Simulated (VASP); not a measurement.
# PbSe (Clausthalite) (Fm-3m) in VASP: a series of runs, part 2 of 2

VASP 6.6.1. The steps go on from the part before.

## 3. Dielectric tensor, PBEsol

Contents of INCAR:

```
ALGO = Fast ; EDIFF = 1E-8
ENCUT = 600 ; GGA = PS
ISIF = 2 ; ISMEAR = 0
LASPH = True ; LCHARG = False
LEPSILON = True ; LREAL = False
LWAVE = False ; NELM = 80
PREC = Accurate ; SIGMA = 0.03
```

Contents of KPOINTS:

```
k-points
0
Monkhorst-Pack
  12 12 12
```

Contents of POSCAR:

```
PbSe                                    
1.0
    0.0000000000      3.0519897379      3.0519897379
    3.0519897379      0.0000000000      3.0519897379
    3.0519897379      3.0519897379      0.0000000000
  Pb              Se            
     1     1
Direct
     0.0000000000000000    0.0000000000000000    0.0000000000000000
     0.5000000000000000    0.5000000000000000    0.5000000000000000
```

Potentials or basis: VASP PAW PBE potentials, release 64 (Pb_d, Se).

The run is started by

```console
> cat potpaw_PBE.64/Pb_d/POTCAR potpaw_PBE.64/Se/POTCAR > POTCAR
> mpirun -np 1 vasp_std > vasp.out
```

OUTCAR:

```text
EDIFF = 1E-8
   ENCUT = 600
   GGA = PS
   ISIF = 2
   ISMEAR = 0
   LASPH = True
   LEPSILON = True
   LREAL = False
   NELM = 80
   PREC = Accurate

 ion  position               nearest neighbor table
   1  0.000  0.000  0.000-   2 3.05   2 3.05   2 3.05   2 3.05   2 3.05   2 3.05
   2  0.500  0.500  0.500-   1 3.05   1 3.05   1 3.05   1 3.05   1 3.05   1 3.05

  LATTYP: Found a face centered cubic cell.
 ALAT       =     6.1039794758

  Lattice vectors:

 A1 = (   0.0000000000,   3.0519897379,   3.0519897379)
 A2 = (   3.0519897379,   0.0000000000,   3.0519897379)
 A3 = (   3.0519897379,   3.0519897379,   0.0000000000)

Analysis of symmetry for initial positions (statically):
=====================================================================
 Subroutine PRICEL returns:
 Original cell was already a primitive cell.

 Routine SETGRP: Setting up the symmetry group for a
 face centered cubic supercell.

 Subroutine GETGRP returns: Found 48 space group operations
 (whereof 48 operations were pure point group operations)
 out of a pool of 48 trial point group operations.

The static configuration has the point symmetry O_h .

Analysis of symmetry for dynamics (positions and initial velocities):
=====================================================================
 Subroutine PRICEL returns:
 Original cell was already a primitive cell.

 Routine SETGRP: Setting up the symmetry group for a
 face centered cubic supercell.

 Subroutine GETGRP returns: Found 48 space group operations
 (whereof 48 operations were pure point group operations)
 out of a pool of 48 trial point group operations.

The dynamic configuration has the point symmetry O_h .

 Subroutine INISYM returns: Found 48 space group operations
 (whereof 48 operations are pure point group operations),
 and found     1 'primitive' translations

----------------------------------------------------------------------------------------

                                     Primitive cell

  volume of cell :      56.8564

  direct lattice vectors                    reciprocal lattice vectors
     0.000000000  3.051989738  3.051989738    -0.163827550  0.163827550  0.163827550
     3.051989738  0.000000000  3.051989738     0.163827550 -0.163827550  0.163827550
     3.051989738  3.051989738  0.000000000     0.163827550  0.163827550 -0.163827550

  length of vectors
     4.316165280  4.316165280  4.316165280     0.283757639  0.283757639  0.283757639

  position of ions in fractional coordinates (direct lattice)
     0.000000000  0.000000000  0.000000000
     0.500000000  0.500000000  0.500000000

  ion indices of the primitive-cell ions
   primitive index   ion index
                 1           1
                 2           2
[... 517 lines left out ...]
      3     -11.7381      2.00000
      4     -11.7302      2.00000
      5     -11.7291      2.00000
      6      -8.2913      2.00000
      7      -2.1423      2.00000
      8       2.6475      2.00000
      9       2.6563      2.00000
     10       4.1551      2.00000
     11       6.8279      0.00000
     12       9.4272      0.00000
     13       9.5187      0.00000
     14      10.0361      0.00000

 [... further k-points ...]

  FORCE on cell =-STRESS in cart. coord.  units (eV):
  Direction    XX          YY          ZZ          XY          YZ          ZX
  --------------------------------------------------------------------------------------
  -------------------------------------------------------------------------------------
  Total        0.0039158      0.0039158      0.0039158      0.0000000      0.0000000     -0.0000000
  in kB        0.1103461      0.1103461      0.1103461      0.0000000      0.0000000     -0.0000000
  external PRESSURE =       0.1103461 kB  Pullay stress =       0.0000000 kB

 VOLUME and BASIS-vectors are now :
 -----------------------------------------------------------------------------
  energy-cutoff  :      600.00
  volume of cell :       56.86
      direct lattice vectors                 reciprocal lattice vectors
     0.000000000  3.051989738  3.051989738    -0.163827550  0.163827550  0.163827550
     3.051989738  0.000000000  3.051989738     0.163827550 -0.163827550  0.163827550
     3.051989738  3.051989738  0.000000000     0.163827550  0.163827550 -0.163827550

 POSITION                                       TOTAL-FORCE (eV/Angst)
 -----------------------------------------------------------------------------------
      0.00000      0.00000      0.00000         0.000000      0.000000      0.000000
      3.05199      3.05199      3.05199        -0.000000     -0.000000     -0.000000
 -----------------------------------------------------------------------------------
    total drift:                               -0.000000      0.000000      0.000000

  FREE ENERGIE OF THE ION-ELECTRON SYSTEM (eV)
  ---------------------------------------------------
  free  energy   TOTEN  =        -8.9165564045 eV

  energy  without entropy=       -8.9165564045  energy(sigma->0) =       -8.91655640

 HEAD OF MICROSCOPIC STATIC DIELECTRIC TENSOR (INDEPENDENT PARTICLE, excluding Hartree and local field effects)
 ------------------------------------------------------
          24.484745    -0.000000    -0.000000
          -0.000000    24.484745    -0.000000
          -0.000000    -0.000000    24.484745
 ------------------------------------------------------

 Free energy of the ion-electron system (eV)
  ---------------------------------------------------
  ---------------------------------------------------
  free energy    TOTEN  =        -3.75247285 eV

  energy without entropy =       -3.75247285

------------------------ aborting loop because EDIFF is reached ----------------------------------------

--------------------------------------- Ionic step        2  -------------------------------------------

------------------------ aborting loop because EDIFF is reached ----------------------------------------

--------------------------------------- Ionic step        3  -------------------------------------------

 Free energy of the ion-electron system (eV)
  ---------------------------------------------------
  ---------------------------------------------------
  free energy    TOTEN  =        -3.75247285 eV

  energy without entropy =       -3.75247285

------------------------ aborting loop because EDIFF is reached ----------------------------------------

 PIEZOELECTRIC TENSOR FIELD DIRECTION 3  (e Angst)
 -----------------------------------------------------------------------------
    -0.00546  0.00000  0.00000           ( -0.00000  0.00000  0.00000)
     0.00000 -0.00546 -0.00000           (  0.00000 -0.00000  0.00000)
     0.00000 -0.00000  0.01497           (  0.00000  0.00000  0.00001)

 PIEZOELECTRIC TENSOR FIELD DIRECTION 3  (C/m^2)
 -----------------------------------------------------------------------------
    -0.00154  0.00000  0.00000
     0.00000 -0.00154 -0.00000
     0.00000 -0.00000  0.00422

 MACROSCOPIC STATIC DIELECTRIC TENSOR (including local field effects in DFT)
 ------------------------------------------------------
          23.625776     0.000000     0.000000
           0.000000    23.625776     0.000000
          -0.000000    -0.000000    23.625776
 ------------------------------------------------------

 PIEZOELECTRIC TENSOR (including local field effects)  for field in x, y, z        (e  Angst)
          XX          YY          ZZ          XY          YZ          ZX
  --------------------------------------------------------------------------------
  x     0.00000     0.00000     0.00000     0.00000     0.00000     0.00000
  y     0.00000     0.00000     0.00000     0.00000     0.00000     0.00000
  z     0.00000     0.00000     0.00000     0.00000     0.00000     0.00000

 PIEZOELECTRIC TENSOR (including local field effects)  for field in x, y, z        (C/m^2)
          XX          YY          ZZ          XY          YZ          ZX
  --------------------------------------------------------------------------------
  x     0.00000     0.00000     0.00000     0.00000     0.00000     0.00000
  y     0.00000     0.00000     0.00000     0.00000     0.00000     0.00000
  z     0.00000     0.00000     0.00000     0.00000     0.00000     0.00000

 BORN EFFECTIVE CHARGES (including local field effects) (in |e|, cummulative output)
 ---------------------------------------------------------------------------------
 ion    1
    1     4.88901     0.00000     0.00000
    2     0.00000     4.88901     0.00000
    3     0.00000     0.00000     4.88901
 ion    2
    1    -4.88901     0.00000     0.00000
    2     0.00000    -4.88901     0.00000
    3     0.00000     0.00000    -4.88901
```

Wall time 18 min (1 thread of Intel Xeon 6975P-C (Granite Rapids), shared host); peak memory 1.2 GiB.

Results:

| Quantity | Value |
| --- | --- |
| Electronic dielectric tensor (diagonal) | 23.63 |
| Born charges (mean of the diagonal) | Pb +4.89; Se -4.89 e |

Levels at points of the mesh, in eV from the valence-band top:
```tsv
k point	band 8	band 9	band 10	band 11	band 12	band 13
(0.04, 0.04, 0.04)	-1.76	-1.76	-1.73	4.66	4.74	4.74
```

Electronic dielectric tensor:
```
23.63  0.00  0.00
 0.00 23.63  0.00
 0.00  0.00 23.63
```

Born effective charge tensors (e):
atom 1, Pb
```
4.89 0.00 0.00
0.00 4.89 0.00
0.00 0.00 4.89
```
atom 2, Se
```
-4.89  0.00  0.00
 0.00 -4.89  0.00
 0.00  0.00 -4.89
```

Caveat: the PAW data sets were made with another functional, which shifts forces and pressure a little. The run has no spin-orbit coupling, so splittings on Pb are missing.
